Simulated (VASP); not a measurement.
# Cl (Cmce) in VASP: a series of runs

The runs below take Cl through evGW0 quasiparticle levels, G0W0 quasiparticle levels, with PBE.

Everything below comes from runs of VASP 6.6.1. Logs are shortened: lines on timing, memory, paths and dates and some standing lists are left out, and cuts for length are marked.

## Step 1: The crystal as given

It takes space group Cmce (No. 64, orthorhombic). Conventional cell: a = 6.290 Å, b = 4.500 Å, c = 8.210 Å, α = 90.00°, β = 90.00°, γ = 90.00°. Cl (site symmetry m) has 1 Cl at 2.02 Å as nearest neighbours.

## Step 2: EvGW0 quasiparticle levels, PBE

POSCAR

```
Cl
1.0
    3.1450000000     -2.2500000000      0.0000000000
    3.1450000000      2.2500000000      0.0000000000
    0.0000000000      0.0000000000      8.2100000000
Cl
4
Direct
    0.3700000000      0.6300000000      0.4000000000
    0.1300000000      0.8700000000      0.9000000000
    0.6300000000      0.3700000000      0.6000000000
    0.8700000000      0.1300000000      0.1000000000
```

INCAR.step1

```
SYSTEM = Cl
PREC = Accurate
ENCUT = 500
EDIFF = 1E-8
ISMEAR = 0
SIGMA = 0.01
LREAL = .FALSE.
LASPH = .TRUE.
NELM = 100
ALGO = Normal
LWAVE = .TRUE.
LCHARG = .FALSE.
GGA = PE
KPAR = 4
```

INCAR.step2

```
SYSTEM = Cl
PREC = Accurate
ENCUT = 500
EDIFF = 1E-8
ISMEAR = 0
SIGMA = 0.01
LREAL = .FALSE.
LASPH = .TRUE.
NELM = 1
ALGO = Exact
LWAVE = .TRUE.
LCHARG = .FALSE.
GGA = PE
NBANDS = 360
LOPTICS = .TRUE.
ISTART = 1
KPAR = 4
```

INCAR.step3

```
SYSTEM = Cl
PREC = Accurate
ENCUT = 500
EDIFF = 1E-8
ISMEAR = 0
SIGMA = 0.01
LREAL = .FALSE.
LASPH = .TRUE.
ALGO = EVGW0
LWAVE = .FALSE.
LCHARG = .FALSE.
GGA = PE
NELMGW = 4
NBANDS = 360
ENCUTGW = 120
NOMEGA = 50
PRECFOCK = Fast
ISTART = 1
NBANDSGW = 22
KPAR = 4
```

KPOINTS

```
regular mesh
0
G
  4 4 2
  0 0 0
```

Potentials or basis: VASP PAW PBE potentials, release 64 (Cl_GW).

On the command line:

```bash
> cat potpaw_PBE.64/Cl_GW/POTCAR > POTCAR
> cp INCAR.step1 INCAR
> mpirun -np 4 vasp_std > vasp.out
> cp INCAR.step2 INCAR
> mpirun -np 4 vasp_std > vasp.out
> cp INCAR.step3 INCAR
> mpirun -np 4 vasp_std > vasp.out
```

OUTCAR:

```text
SYSTEM = Cl
   PREC = Accurate
   ENCUT = 500
   EDIFF = 1E-8
   ISMEAR = 0
   LREAL = .FALSE.
   LASPH = .TRUE.
   GGA = PE
   NELMGW = 4
   ENCUTGW = 120
   PRECFOCK = Fast
   ISTART = 1

 ion  position               nearest neighbor table
   1  0.370  0.630  0.400-   3 2.02
   2  0.130  0.870  0.900-   4 2.02
   3  0.630  0.370  0.600-   1 2.02
   4  0.870  0.130  0.100-   2 2.02

  LATTYP: Found a base centered orthorhombic cell.
 ALAT       =     4.5000000000
 B/A-ratio  =     1.3977777778
 C/A-ratio  =     1.8244444444

  Lattice vectors:

 A1 = (  -3.1450000000,  -2.2500000000,   0.0000000000)
 A2 = (   3.1450000000,  -2.2500000000,   0.0000000000)
 A3 = (   0.0000000000,   0.0000000000,   8.2100000000)

Analysis of symmetry for initial positions (statically):
=====================================================================
 Subroutine PRICEL returns:
 Original cell was already a primitive cell.

 Routine SETGRP: Setting up the symmetry group for a
 base centered orthorhombic supercell.

 Subroutine GETGRP returns: Found  8 space group operations
 (whereof  4 operations were pure point group operations)
 out of a pool of  8 trial point group operations.

The static configuration has the point symmetry C_2h.
 The point group associated with its full space group is D_2h.

Analysis of symmetry for dynamics (positions and initial velocities):
=====================================================================
 Subroutine PRICEL returns:
 Original cell was already a primitive cell.

 Routine SETGRP: Setting up the symmetry group for a
 base centered orthorhombic supercell.

 Subroutine GETGRP returns: Found  8 space group operations
 (whereof  4 operations were pure point group operations)
 out of a pool of  8 trial point group operations.

The dynamic configuration has the point symmetry C_2h.
 The point group associated with its full space group is D_2h.

 Subroutine INISYM returns: Found  8 space group operations
 (whereof  4 operations are pure point group operations),
 and found     1 'primitive' translations

----------------------------------------------------------------------------------------

                                     Primitive cell

  volume of cell :     116.1920

  direct lattice vectors                    reciprocal lattice vectors
     3.145000000 -2.250000000  0.000000000     0.158982512 -0.222222222  0.000000000
[... 51 lines left out ...]
  0.500000  0.250000  0.000000      4.000000
 -0.250000  0.250000  0.000000      2.000000
  0.500000  0.500000  0.000000      1.000000
  0.000000  0.000000  0.500000      1.000000
  0.250000  0.000000  0.500000      4.000000
  0.500000  0.000000  0.500000      2.000000
  0.250000  0.250000  0.500000      2.000000
  0.500000  0.250000  0.500000      4.000000
 -0.250000  0.250000  0.500000      2.000000
  0.500000  0.500000  0.500000      1.000000
   k-points           NKPTS =     14   k-points in BZ     NKDIM =     32   number of bands    NBANDS=    360
   number of dos      NEDOS =    301   number of ions     NIONS =      4
   total plane-waves  NPLWV =  47040
   dimension x,y,z NGX =    28 NGY =   28 NGZ =   60
   dimension x,y,z NGXF=    56 NGYF=   56 NGZF=  120
   ions per type =               4
   NGX,Y,Z   is equivalent  to a cutoff of  12.04, 12.04, 12.15 a.u.
   NGXF,Y,Z  is equivalent  to a cutoff of  24.08, 24.08, 24.30 a.u.
 SYSTEM =  Cl
   PREC   = accura    normal or accurate (medium, high low for compatibility)
   ISTART =      1    job   : 0-new  1-cont  2-samecut
   ICHARG =      0    charge: 1-file 2-atom 10-const
   ISPIN  =      1    spin polarized calculation?
   LNONCOLLINEAR =      F non collinear calculations
   LSORBIT =      F    spin-orbit coupling
   LASPH  =      T    aspherical Exc in radial PAW
   ENCUT  =  500.0 eV  36.75 Ry    6.06 a.u.   7.05  7.05 14.97*2*pi/ulx,y,z
   NELM   =     60;   NELMIN=  2; NELMDL=  0     # of ELM steps
   EDIFF  = 0.1E-07   stopping-criterion for ELM
   LREAL  =      F    real-space projection
   EDIFFG = 0.1E-06   stopping-criterion for IOM
   NSW    =      0    number of steps for IOM
   IBRION =     -1    ionic relax: 0-MD 1-quasi-New 2-CG
   NFREE  =      0    steps in history (QN), initial steepest desc. (CG)
   ISIF   =      0    stress and relaxation
   ISYM   =      3    0-nonsym 1-usesym 2-fastsym
   POTIM  = 0.5000    time-step for ionic-motion
   TEBEG  =    0.0;   TEEND  =   0.0 temperature during run
   PSTRESS=    0.0 pullay stress
   NELECT =      28.0000    total number of electrons
   NUPDOWN=      -1.0000    fix difference up-down
   EMIN   =  10.00;   EMAX   =-10.00  energy-range for DOS
   EFERMI =   0.00;   METHOD = LEGACY
   ISMEAR =     0;   SIGMA  =   0.01  broadening in eV -4-tet -1-fermi 0-gaus
   EFERMI_NEDOS =   21; number of points for ismear=-14 and -15
   IALGO  =     38    algorithm
   IMIX   =      4    mixing-type and parameters
     AMIX     =   0.40;   BMIX     =  1.00
     AMIX_MAG =   1.60;   BMIX_MAG =  1.00
  volume/ion in A,a.u.               =      29.05       196.03
  Fermi-wavevector in a.u.,A,eV,Ry     =   1.018753  1.925163 14.120900  1.037857
  Thomas-Fermi vector in A             =   2.152228
   LORBIT       =      0    0 simple, 1 ext, 2 COOP (PROOUT), +10 PAW based schemes
   GGA     = PE    functional components
   LHFCALC =     T    Hartree Fock is set to
   PRECFOCK=fast      Normal, Fast or Accurate (Low or Medium for compatibility)
   ENCUT4O =  -1.0   cutoff for four orbital integrals eV
   NKREDX  =     1    reduce k-point grid by
   NKREDY  =     1    reduce k-point grid by
   NKREDZ  =     1    reduce k-point grid by
   AEXX    =    1.0000 exact exchange contribution
   HFSCREEN=    0.0000 screening length (either q_TF or 0.3 A-1)
   HFSCREENC=   0.0000 screening length for correlation (either q_TF or 0.3 A-1)
   ENCUTFOCK=  -1.0 apply spherical cutoff to Coloumb kernel
   IVDW    =     0    specifies the selected vdW correction
   LEPSILON=     F    determine dielectric tensor
   LRPA    =     F    only Hartree local field effects (RPA)
   LRPAFORCE           =     F    calculate RPA forces
   ENCUTGW             = 120.0    cutoff for response function in eV
   ENCUTGWSOFT         =  96.0    soft cutoff for Coulomb kernel in GW response function in eV
   ENCUTLF             =  -1.0    cutoff for local field effects
   NELMGW              =     4    number of iterations in solving QP/BSE equation
   NELMHF              =     1    number of iterations in the inner HF iteration
   NKREDLFX            =     1    NKREDLFY  =   1   NKREDLFZ  =   1
 non-spin polarized calculation
 Gauss-broadening in eV      SIGMA  =   0.01
  energy-cutoff  :      500.00
  volume of cell :      116.19
 maximum number of plane-waves:      2968
  NGX = 16; NGY = 16; NGZ = 36
   NGX = 15   NGY = 15   NGZ = 29
 maximum number of plane-waves:       362
 NGX is ok and might be reduce to    14

 QP shifts <psi_nk| G(iteration)W_0 |psi_nk>: iteration 1
 for sc-GW calculations column KS-energies equals QP-energies in previous step
 and V_xc(KS)=  KS-energies - (<T + V_ion + V_H > + <T+V_H+V_ion>^1  + <V_x>^1)

 k-point   1 :       0.0000    0.0000    0.0000
  band No.  KS-energies  QP-energies   sigma(KS)   V_xc(KS)     V^pw_x(r,r')   Z            occupation Imag(sigma)

      1     -17.4619     -18.2324     -16.4660     -15.1816     -24.7624       0.5998       2.0000       1.3207
      2     -17.2607     -18.0623     -16.6864     -15.3660     -24.8245       0.6071       2.0000       1.2457
      3     -13.4718     -14.2457     -16.5201     -15.2410     -23.7275       0.6050       2.0000       0.9341
      4     -12.9355     -13.7655     -17.1252     -15.7795     -24.0076       0.6168       2.0000       0.7749
      5      -6.1596      -7.4988     -15.9286     -14.0896     -18.1985       0.7282       2.0000       0.2892
      6      -5.3577      -6.6481     -16.6447     -14.8819     -18.6386       0.7320       2.0000       0.1950
[... 1450 lines left out ...]
     21      10.4975      10.4983      -8.1018      18.6003      -4.1168       0.7778       0.0000      -0.1791
     22      10.4975      10.4983      -8.1018      18.6003      -4.1168       0.7778       0.0000      -0.1791
```

It took 28 min on 4 MPI ranks of Intel Xeon Platinum 8488C (Sapphire Rapids), shared host; peak memory 2.8 GiB.

What came out:

| Property | Result |
| --- | --- |
| Band gap on the k mesh, mean-field level | 2.49 eV, indirect (least direct gap 2.55 eV) |
| Quasiparticle gap | 6.08 eV |
| Least direct quasiparticle gap | 6.22 eV |

Quasiparticle gap after each update of the energies (eV): 5.41, 5.95, 6.06, 6.08

Caveat: the k mesh is coarse (spacing up to 0.43 Å⁻¹), so the values aren't converged; bands, screening cutoff and mesh are small and nothing is extrapolated, so the quasiparticle values aren't converged.

(Part 1 of 2 ends here.)
